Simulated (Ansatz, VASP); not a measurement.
Two plane-wave programs on HfN

INCAR

```
ALGO = Normal
EDIFF = 1E-7
ENCUT = 520
GGA = PS
ISIF = 2
ISMEAR = -1
LASPH = T
LCHARG = F
LREAL = F
LWAVE = F
NBANDS = 14
NELM = 80
PREC = Accurate
SIGMA = 0.05
```

KPOINTS

```
k-points
0
Gamma
  10 10 10
```

POSCAR

```
HfN
1.0
    0.0000000000      2.3002465274      2.3002465274
    2.3002465274      0.0000000000      2.3002465274
    2.3002465274      2.3002465274      0.0000000000
Hf N
1 1
Direct
    0.0000000000      0.0000000000      0.0000000000
    0.5000000000      0.5000000000      0.5000000000
```

Contents of input.yaml:

```yaml
crystal:
  lattice:
    - [0.0, 2.3002465274, 2.3002465274]
    - [2.3002465274, 0.0, 2.3002465274]
    - [2.3002465274, 2.3002465274, 0.0]
  atoms:
    - { symbol: Hf, position: [0.0, 0.0, 0.0] }
    - { symbol: "N", position: [0.5, 0.5, 0.5] }
hamiltonian:
  xc: pbesol
  pseudopotentials: { kind: paw }
kpoints:
  mp_grid: { grid: [10, 10, 10] }
scf:
  occupations: { method: fermi_dirac, width: 0.05 }
output:
  forces: true
  stress: true
  eigenvalues: true
  write_density: true
  write_potential: true
  elf: true
  volumetric_format: npy
```

Change from the starting cell: volume scaled by 1.06.

Alike in both runs: task single point; functional PBEsol; k mesh 10 × 10 × 10; occupations fermi-dirac, width 0.05 eV; no spin polarisation.

```csv
,VASP,Ansatz
version,VASP 6.6.1,Ansatz 0.2.0
potentials or method,"VASP PAW PBE potentials, release 64 (Hf_pv, N)",Ansatz PAW
plane-wave cutoff (eV),520,420
valence electrons in the cell,15,31
```

Ansatz gave:

| Property | Result |
| --- | --- |
| gap on the k mesh at the Fermi level (eV) | none |
| pressure (GPa) | -16.1 |

Q: Which values does VASP return?

A: gap on the k mesh at the Fermi level (eV): none; pressure (GPa): -18.1.

A gap of «none» marks a metal or a gap that the smearing closes. The two sets of potentials don't hold the same shells in valence.

Caveats: the PAW data sets were made with another functional, which shifts forces and pressure a little (VASP); the pressure holds a Pulay correction of +0.4 GPa for the finite cutoff (Ansatz); the PAW data sets come from PBE, with cores solved anew for the run's functional, which leaves a small shift of forces and pressure (Ansatz). Spin-orbit coupling is left out, which matters for the levels of Hf.
